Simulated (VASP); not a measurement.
# BaF2 (Fm-3m) in VASP: notebook

Aim: see how the results for BaF2 move with the level of theory and the settings. Levels: r2SCAN, r2SCAN+rVV10. Tasks: relaxation of cell and atoms.

Program: VASP 6.6.1. These are calculated values, not measurements. Logs are shortened: lines on timing, memory, paths and dates and some standing lists are left out, and cuts for length are marked.

### 1 The structure

It takes space group Fm-3m (No. 225, cubic). Conventional cell: a = 6.226 Å, b = 6.226 Å, c = 6.226 Å, α = 90.00°, β = 90.00°, γ = 90.00°. Ba (site symmetry m-3m) has 8 F at 2.70 Å as nearest neighbours. Around F (site symmetry -43m) lie 4 Ba at 2.70 Å.

The cell comes from a database or a generator and needn't be the stable form of this composition.

### 2 Relaxation of cell and atoms, r2SCAN

INCAR reads:

```
PREC = Accurate
ENCUT = 600
EDIFF = 1E-7
ISMEAR = 0
SIGMA = 0.02
LREAL = F
LASPH = T
NELM = 100
ALGO = Normal
ISIF = 3
LWAVE = F
LCHARG = F
METAGGA = R2SCAN
LMIXTAU = T
IBRION = 2
NSW = 90
EDIFFG = -0.005
```

KPOINTS reads:

```
regular mesh
0
Gamma
  6 6 6
```

POSCAR reads:

```
BaF2
1.0
    0.0000000000      3.1128654100      3.1128654100
    3.1128654100      0.0000000000      3.1128654100
    3.1128654100      3.1128654100      0.0000000000
Ba F
1 2
Direct
    0.0000000000      0.0000000000      0.0000000000
    0.2500000000      0.2500000000      0.2500000000
    0.7500000000      0.7500000000      0.7500000000
```

Potentials or basis: VASP PAW PBE potentials, release 64 (Ba_sv, F).

On the command line:

```sh
$ cat potpaw_PBE.64/Ba_sv/POTCAR potpaw_PBE.64/F/POTCAR > POTCAR
$ mpirun -np 1 vasp_std > vasp.out
```

OUTCAR:

```text
PREC = Accurate
   ENCUT = 600
   EDIFF = 1E-7
   ISMEAR = 0
   LREAL = F
   LASPH = T
   NELM = 100
   ISIF = 3
   METAGGA = R2SCAN
   IBRION = 2
   NSW = 90
   EDIFFG = -0.005

 ion  position               nearest neighbor table
   1  0.000  0.000  0.000-   3 2.70   3 2.70   3 2.70   2 2.70   3 2.70   2 2.70   2 2.70   2 2.70

   2  0.250  0.250  0.250-   1 2.70   1 2.70   1 2.70   1 2.70
   3  0.750  0.750  0.750-   1 2.70   1 2.70   1 2.70   1 2.70

  LATTYP: Found a face centered cubic cell.
 ALAT       =     6.2257308200

  Lattice vectors:

 A1 = (   0.0000000000,   3.1128654100,   3.1128654100)
 A2 = (   3.1128654100,   0.0000000000,   3.1128654100)
 A3 = (   3.1128654100,   3.1128654100,   0.0000000000)

Analysis of symmetry for initial positions (statically):
=====================================================================
 Subroutine PRICEL returns:
 Original cell was already a primitive cell.

 Routine SETGRP: Setting up the symmetry group for a
 face centered cubic supercell.

 Subroutine GETGRP returns: Found 48 space group operations
 (whereof 48 operations were pure point group operations)
 out of a pool of 48 trial point group operations.

The static configuration has the point symmetry O_h .

Analysis of symmetry for dynamics (positions and initial velocities):
=====================================================================
 Subroutine PRICEL returns:
 Original cell was already a primitive cell.

 Routine SETGRP: Setting up the symmetry group for a
 face centered cubic supercell.

 Subroutine GETGRP returns: Found 48 space group operations
 (whereof 48 operations were pure point group operations)
 out of a pool of 48 trial point group operations.

The dynamic configuration has the point symmetry O_h .

 Subroutine INISYM returns: Found 48 space group operations
 (whereof 48 operations are pure point group operations),
 and found     1 'primitive' translations

----------------------------------------------------------------------------------------

                                     Primitive cell

  volume of cell :      60.3269

[... 79 lines left out ...]
   ENCUT  =  600.0 eV  44.10 Ry    6.64 a.u.   8.79  8.79  8.79*2*pi/ulx,y,z
   NELM   =    100;   NELMIN=  2; NELMDL= -5     # of ELM steps
   EDIFF  = 0.1E-06   stopping-criterion for ELM
   LREAL  =      F    real-space projection
   EDIFFG = -.5E-02   stopping-criterion for IOM
   NSW    =     90    number of steps for IOM
   IBRION =      2    ionic relax: 0-MD 1-quasi-New 2-CG
   NFREE  =      1    steps in history (QN), initial steepest desc. (CG)
   ISIF   =      3    stress and relaxation
   ISYM   =      2    0-nonsym 1-usesym 2-fastsym
   POTIM  = 0.5000    time-step for ionic-motion
   TEBEG  =    0.0;   TEEND  =   0.0 temperature during run
   PSTRESS=    0.0 pullay stress
   NELECT =      24.0000    total number of electrons
   NUPDOWN=      -1.0000    fix difference up-down
   EMIN   =  10.00;   EMAX   =-10.00  energy-range for DOS
   EFERMI =   0.00;   METHOD = LEGACY
   ISMEAR =     0;   SIGMA  =   0.02  broadening in eV -4-tet -1-fermi 0-gaus
   EFERMI_NEDOS =   21; number of points for ismear=-14 and -15
   IALGO  =     38    algorithm
   IMIX   =      4    mixing-type and parameters
     AMIX     =   0.40;   BMIX     =  1.00
     AMIX_MAG =   1.60;   BMIX_MAG =  1.00
  volume/ion in A,a.u.               =      20.11       135.70
  Fermi-wavevector in a.u.,A,eV,Ry     =   1.204042  2.275309 19.724593  1.449717
  Thomas-Fermi vector in A             =   2.339778
   LORBIT       =      0    0 simple, 1 ext, 2 COOP (PROOUT), +10 PAW based schemes
   METAGGA = R2SCAN    functional components
   LHFCALC =     F    Hartree Fock is set to
   AEXX    =    0.0000 exact exchange contribution
   IVDW    =     0    specifies the selected vdW correction
   LEPSILON=     F    determine dielectric tensor
   LRPA    =     F    only Hartree local field effects (RPA)
 conjugate gradient relaxation of ions
 non-spin polarized calculation
 Gauss-broadening in eV      SIGMA  =   0.02
  energy-cutoff  :      600.00
  volume of cell :       60.33
 maximum number of plane-waves:      2044
   NGX = 17   NGY = 17   NGZ = 17

 number of electron      24.0000009 magnetization

 Free energy of the ion-electron system (eV)
  ---------------------------------------------------
  ext. energy  EPLUGINS =         0.00000000
  ---------------------------------------------------
  free energy    TOTEN  =       -45.06898125 eV

  energy without entropy =      -45.06898125  energy(sigma->0) =      -45.06898125

 E-fermi :  -2.4818     XC(G=0):  -9.1802

 val. band max:       -2.6528973728   @ k =  -0.1667   0.1667   0.0000
 cond. band min:       4.6387087037   @ k =   0.0000   0.0000   0.0000
 fundamental gap:      7.2916060765
 Fermi energy:        -2.4817987665

 k-point     1 :       0.0000    0.0000    0.0000
  band No.  band energies     occupation
      1     -26.3109      2.00000
      2     -22.7091      2.00000
      3     -22.5976      2.00000
      4     -10.6804      2.00000
      5     -10.6804      2.00000
      6     -10.6804      2.00000
[... 281 lines left out ...]
      3     -22.8681      2.00000
      4     -11.0702      2.00000
      5     -10.9268      2.00000
      6     -10.6641      2.00000
[... 8 lines left out ...]
     15       7.9968      0.00000
     16       8.6606      0.00000

------------------------ aborting loop because EDIFF is reached ----------------------------------------

  FORCE on cell =-STRESS in cart. coord.  units (eV):
  Direction    XX          YY          ZZ          XY          YZ          ZX
  --------------------------------------------------------------------------------------
  -------------------------------------------------------------------------------------
  Total       -0.0062800     -0.0062800     -0.0062800      0.0000000      0.0000000     -0.0000000
  in kB       -0.1667846     -0.1667846     -0.1667846      0.0000000      0.0000000     -0.0000000
  external PRESSURE =      -0.1667846 kB  Pullay stress =       0.0000000 kB

 VOLUME and BASIS-vectors are now :
 -----------------------------------------------------------------------------
  energy-cutoff  :      600.00
  volume of cell :       60.33
      direct lattice vectors                 reciprocal lattice vectors
     0.000000000  3.112865410  3.112865410    -0.160623713  0.160623713  0.160623713
     3.112865410  0.000000000  3.112865410     0.160623713 -0.160623713  0.160623713
     3.112865410  3.112865410  0.000000000     0.160623713  0.160623713 -0.160623713

 POSITION                                       TOTAL-FORCE (eV/Angst)
 -----------------------------------------------------------------------------------
      0.00000      0.00000      0.00000        -0.000000     -0.000000     -0.000000
      1.55643      1.55643      1.55643        -0.000000     -0.000000      0.000000
      4.66930      4.66930      4.66930         0.000000      0.000000     -0.000000
 -----------------------------------------------------------------------------------
    total drift:                                0.000000      0.000000      0.000000

  FREE ENERGIE OF THE ION-ELECTRON SYSTEM (eV)
  ---------------------------------------------------
  free  energy   TOTEN  =       -45.0689812491 eV

  energy  without entropy=      -45.0689812491  energy(sigma->0) =      -45.06898125

 reached required accuracy - stopping structural energy minimisation
```

OSZICAR:

```text
N       E                     dE             d eps       ncg     rms          rms(c)
DAV:   1     0.136303584670E+03    0.13630E+03   -0.14285E+04   512   0.159E+03
DAV:   2    -0.473826206699E+02   -0.18369E+03   -0.17790E+03   648   0.318E+02
DAV:   3    -0.541374967189E+02   -0.67549E+01   -0.67463E+01   736   0.691E+01
[... 14 lines left out ...]
DAV:  18    -0.450689801561E+02   -0.77095E-06   -0.18665E-06   664   0.167E-02    0.625E-03
DAV:  19    -0.450689795609E+02    0.59518E-06   -0.18251E-06   528   0.157E-02    0.331E-03
DAV:  20    -0.450689808167E+02   -0.12558E-05   -0.16228E-06   512   0.170E-02    0.175E-03
DAV:  21    -0.450689812191E+02   -0.40241E-06   -0.37127E-07   560   0.632E-03    0.547E-04
DAV:  22    -0.450689812491E+02   -0.29921E-07   -0.86101E-08   440   0.287E-03
   1 F= -.45068981E+02 E0= -.45068981E+02  d E =-.450690E+02
```

It took 83 s on 1 thread of Intel Xeon Platinum 8488C (Sapphire Rapids), shared host; peak memory 0.22 GiB.

Results:

| Property | Result |
| --- | --- |
| Free energy | -45.0690 eV |
| Pressure after relaxing | 0.0 GPa |
| Band gap on the k mesh | 7.29 eV, indirect (least direct gap 7.36 eV) |

Final structure:
```cif
data_structure
_symmetry_space_group_name_H-M 'P 1'
_symmetry_Int_Tables_number 1
_cell_length_a 4.4023
_cell_length_b 4.4023
_cell_length_c 4.4023
_cell_angle_alpha 60.000
_cell_angle_beta 60.000
_cell_angle_gamma 60.000
_cell_volume 60.33
loop_
_atom_site_label
_atom_site_type_symbol
_atom_site_fract_x
_atom_site_fract_y
_atom_site_fract_z
_atom_site_occupancy
Ba1 Ba 0.00000 0.00000 0.00000 1
F1 F 0.25000 0.25000 0.25000 1
F2 F 0.75000 0.75000 0.75000 1
```

Caveat: the relaxation stopped at its first step, so nothing moved; the PAW data sets were made with another functional, which shifts forces and pressure a little; spin-orbit coupling is left out, which moves the levels of the heavy elements. r2SCAN opens gaps a little over a GGA but as a rule still falls short of measured ones.

### 3 Relaxation of cell and atoms, r2SCAN+rVV10

Edit INCAR of step 2 so:

```diff
@@ -14,2 +14,6 @@
 LMIXTAU = T
+LUSE_VDW = T
+IVDW_NL = 2
+BPARAM = 11.95
+CPARAM = 0.0093
 IBRION = 2
```

KPOINTS is that of step 2.

POSCAR is that of step 2.

Potentials or basis: VASP PAW PBE potentials, release 64 (Ba_sv, F).

On the command line:

```sh
$ cat potpaw_PBE.64/Ba_sv/POTCAR potpaw_PBE.64/F/POTCAR > POTCAR
$ mpirun -np 1 vasp_std > vasp.out
```

It took 7.8 min on 1 thread of Intel Xeon Platinum 8488C (Sapphire Rapids), shared host; peak memory 0.4 GiB.

Results (log left out):

```
Free energy                            : -44.3180 eV
Relaxed volume                         : 19.85 Å³/atom
Relaxed cell                           : a = 4.383 Å, b = 4.383 Å, c = 4.383 Å, α = 60.00°, β = 60.00°, γ = 60.00°
Space group after relaxing (to 0.05 Å) : Fm-3m (No. 225)
Energy gained by relaxing              : 0.7 meV/atom
Ionic steps                            : 3
Pressure after relaxing                : 0.0 GPa
Band gap on the k mesh                 : 7.17 eV, indirect (least direct gap 7.24 eV)
```

The path:
```
step  energy change (eV)  largest force (eV/Å)  pressure (GPa)  volume (Å³)
   1              0.0000                0.0000           -0.80        60.33
   2             -0.0020                0.0000            0.10        59.45
   3             -0.0020                0.0000            0.00        59.54
```

Final structure:
```xyz
3
Lattice="0.0000 3.0993 3.0993 3.0993 0.0000 3.0993 3.0993 3.0993 0.0000" Properties=species:S:1:pos:R:3 pbc="T T T"
Ba    0.0000    0.0000    0.0000
F     1.5496    1.5496    1.5496
F     4.6489    4.6489    4.6489
```

Levels at points of the mesh, in eV from the valence-band top:
| k point | band 9 | band 10 | band 11 | band 12 | band 13 | band 14 | band 15 | band 16 |
| --- | --- | --- | --- | --- | --- | --- | --- | --- |
| (0.00, 0.00, 0.00) | -1.47 | -0.07 | -0.07 | -0.07 | 7.17 | 9.89 | 9.89 | 12.27 |
| (0.50, 0.00, 0.00) | -0.64 | -0.34 | -0.15 | -0.15 | 9.82 | 9.82 | 9.89 | 9.91 |
| (0.50, 0.50, 0.00) | -0.35 | -0.31 | -0.31 | -0.12 | 7.57 | 9.84 | 11.39 | 12.86 |

Caveat: the PAW data sets were made with another functional, which shifts forces and pressure a little; spin-orbit coupling is left out, which moves the levels of the heavy elements. A k mesh can miss the band edges.
